Why squeezed tantalum nitride pushes harder than stretched tantalum nitride pulls

The simplest idea of a solid is that of a spring. Take away a few per cent of its volume and it pushes back; add the same few per cent and it should pull with equal strength. The table tests this on tantalum nitride in the rocksalt structure, where each atom has six neighbours of the other kind. Positive pressure means that the crystal pushes outwards, negative pressure that it pulls inwards.

Ansatz 0.2.0, PBE with scalar-relativistic PAW and a 420 eV plane-wave cutoff, for rocksalt TaN (2-atom cell) without spin polarization or dispersion correction. All cells use a 16×16×16 k mesh and Gaussian smearing of 0.1 eV. Energies are extrapolated to zero smearing and given relative to the elements' standard crystal or gas in PBE.

```
volume (Å³/atom)  shortest distance (Å)  energy over elements (eV/atom)  pressure (GPa)
           9.481                  2.116                          -0.625           55.86
           9.804                  2.140                          -0.719           38.28
          10.064                  2.159                          -0.771           26.13
          10.127                  2.164                          -0.781           23.38
          10.346                  2.179                          -0.807           14.60
          10.451                  2.186                          -0.815           10.73
          10.774                  2.209                          -0.825            0.00
          11.096                  2.230                          -0.816           -9.08
          11.147                  2.234                          -0.813          -10.41
          11.420                  2.252                          -0.789          -16.86
          11.592                  2.263                          -0.769          -20.48
          11.851                  2.280                          -0.732          -25.38
```

The rest state lies at a volume of 10.774 Å³ per atom, where the pressure vanishes. With 6 % less volume the crystal pushes with 23.4 GPa; with 6 % more it pulls with only 16.9 GPa. The push is thus 1.39 times the pull. The energy is lopsided in the same sense, since the squeeze costs somewhat more than the stretch.

Behind this lies a steady change of stiffness. The bulk modulus is the pressure needed per relative change of volume. It is 331 GPa around the rest state, 525 GPa between the two tightest rows and 222 GPa between the two widest. Every row is metallic and is held in the undistorted rocksalt structure, so no change of structure is hidden in the trend.

In any solid, attraction pulls the atoms together and repulsion holds them apart, and at rest the two balance. Repulsion arises when electrons are crowded into less space, and it grows more steeply on approach than attraction does. A squeeze therefore brings up an ever stiffer opponent. In a stretch the repulsion fades and leaves the attraction to pull back, but the attraction too weakens with distance. The question is which pair of forces does this here, and three answers can be held against the table.

The first answer keeps the spring but places it between neighbouring atoms. Pressure acts on volume, while the spring feels distance, and this difference alone makes the curve lopsided. In rocksalt the volume per atom V is the cube of the shortest distance d. Let u be d divided by its value at rest, and B the bulk modulus at rest. Pressure is minus the slope of energy with volume, so an energy that grows with the square of the stretch gives

P = 3B (1 − u)/u²

With B taken from the three central rows, this formula makes the push at 6 % only 1.13 times the pull. Geometry thus supplies about a third of the excess over equal strength. At the tightest row the springs push 10.8 GPa too weakly, and at the widest they pull 4.7 GPa too strongly. The bonds themselves must stiffen when shortened, and springs of fixed stiffness are ruled out.

The second answer is the tempting one. Chemical book-keeping writes the compound as Ta³⁺ and N³⁻, and such ions attract each other with an energy that falls as 1/d. Let the repulsion fall as 1/dⁿ. Dividing the slopes of both energies by the change of volume, and demanding balance at u = 1, gives

P = K (u^−(n+3) − u⁻⁴), with K = 3B/(n − 1)

The factor K measures the electric attraction and grows with the square of the charge. Once a charge is chosen, the known stiffness at rest therefore fixes n, and the rest of the curve is a prediction. For charges of ±3 the exponent comes out as 4.91. The tightest row, which had no part in setting B, has u = (9.481/10.774)^(1/3) = 0.958, and the estimate runs

K = 3 × 331 GPa/(4.91 − 1) = 254 GPa

P = 254 GPa × (1.401 − 1.186) = 54.6 GPa

The electronic-structure calculation gives 55.9 GPa, so the ion model is only about 2 % too low at the strongest squeeze. It also makes the push at 6 % 1.35 times the pull, close to the computed ratio. It would be easy to conclude that the crystal consists of triply charged ions.

The electron density of the same calculation speaks against that. Divided between the atoms at the rest volume, it leaves charges of only about ±1.86. A second way of counting, by atomic orbitals, finds 3.8 electrons in the 5d shell of tantalum, where a Ta³⁺ ion would keep two. Neither way of dividing the electrons is unique, but both fall well short of the formal charges.

Putting the smaller charge into the ion model makes it worse. The electric pull is now weak, and to reach the same stiffness at rest the repulsion needs an exponent of about 11. So steep a wall stiffens too fast, and the pressure at the tightest row comes out 6.9 GPa, or 12 %, above the computed one. The model succeeds with charges that the density does not show and fails with those that it does. A natural reading is that another attraction is at work beside the electric one, which would allow a gentler wall.

The third answer supplies such an attraction and goes to the opposite extreme, with no charges at all. It describes a bond between neutral neighbours by the Morse curve, in which attraction and repulsion both die away exponentially:

P = C (e^(−2s(u−1)) − e^(−s(u−1)))/u²

Here C sets the strength and s how quickly the bond fades with distance. With both numbers fitted to all twelve rows, the formula meets the pressures to about 0.02 GPa. The ion formula does about equally well when K and n are both left free, although its K then stands for a charge of about 2.6, which is neither the formal charge nor the one found in the density. A purely ionic and a wholly neutral picture thus describe the same curve, as the output after the text shows.

This is less strange than it seems. Near rest, a pressure curve is governed by two properties: the bulk modulus, and the rate at which that modulus rises with pressure. Differentiating the formulas once more gives this rate as 1 for springs, (n + 7)/3 for ions and 1 + s for the Morse bond. The two fits, with n = 6.25 and s = 3.45, then give

ions: (6.25 + 7)/3 = 4.42

Morse bond: 1 + 3.45 = 4.45

Both have found nearly the same rate by different routes. Over this range of volumes the curve measures how fast the crystal stiffens, but it reveals neither how steep attraction and repulsion are one by one nor what they are made of. Ions of charge 3 came close because their rate, (4.91 + 7)/3 = 4.0, happens to lie near the right one. The constants n and s are therefore descriptions of a shape, and neither should be read as a property of a real ion or a real bond.

What holds the crystal together has to be argued from other knowledge. In nitrides of this kind the d orbitals of the metal mix with the p orbitals of nitrogen, and the filled bonding states draw the atoms together. The partial charges add an electric attraction. Against both stands the Pauli principle, which raises the kinetic energy of electrons forced into less space. The partial charges found here fit such a mixture, but the pressures do not fix the share of each part.

The same reasoning helps with other materials. Sodium chloride is ionic and soft, and copper is metallic and much stiffer, yet in both the bulk modulus rises by roughly 5 GPa per GPa of pressure (a rough literature value, not computed here). Their curves are accordingly lopsided to a similar degree, although their bonding and their stiffness differ widely. To guess how uneven push and pull will be in another solid, its rate of stiffening is thus a better guide than its stiffness at rest or its formal charges.

For practical use, these stiffnesses belong to a perfect crystal with one nitrogen per tantalum. Rocksalt tantalum nitride of this composition is known not to be the most stable form, and real samples often contain vacancies. The table changes only the volume of the cube, so it does not test whether the crystal would survive a shear or a collective shift of its atoms. A coating should not be assigned 331 GPa before its phase and composition are known.

The analysis program printed:

```
Bulk modulus at rest from the three central rows (GPa): 330.9
Bulk modulus between the two tightest rows (GPa): 524.8
Bulk modulus between the two widest rows (GPa): 221.8
Same for harmonic springs at the tight end (GPa): 369.3
Same for harmonic springs at the wide end (GPa): 303.9
Energy cost of 6 percent less volume (eV/atom): 0.044
Energy cost of 6 percent more volume (eV/atom): 0.036
Push at 6 percent less over pull at 6 percent more volume as computed: 1.387
Same ratio for harmonic springs: 1.129
Same ratio for ions of charge 3: 1.35
Same ratio for ions of charge 1.86: 1.529
Repulsion exponent needed with charge 3: 4.906
Repulsion exponent needed with charge 1.86: 11.11
Springs less computed pressure at the tightest row (GPa): -10.76
Ions of charge 3 less computed pressure at the tightest row (GPa): -1.276
Ions of charge 1.86 less computed pressure at the tightest row (GPa): 6.852
Springs less computed pressure at the widest row (GPa): -4.682
Ions of charge 3 less computed pressure at the widest row (GPa): -0.7331
Ions of charge 1.86 less computed pressure at the widest row (GPa): 1.631
fit of pressure on 12 rows: coefficient of (exp(-2*s*(u - 1)) - exp(-s*(u - 1)))/u**2 286.8 +/- 0.069, s 3.45; rms 0.0192, worst 10.127 0.0397, leave-one-out rms 0.0246
fit of pressure on 12 rows: coefficient of u**(-s - 3) - u**(-4) 188 +/- 0.055, s 6.25; rms 0.0236, worst 10.064 -0.0474, leave-one-out rms 0.0393
```
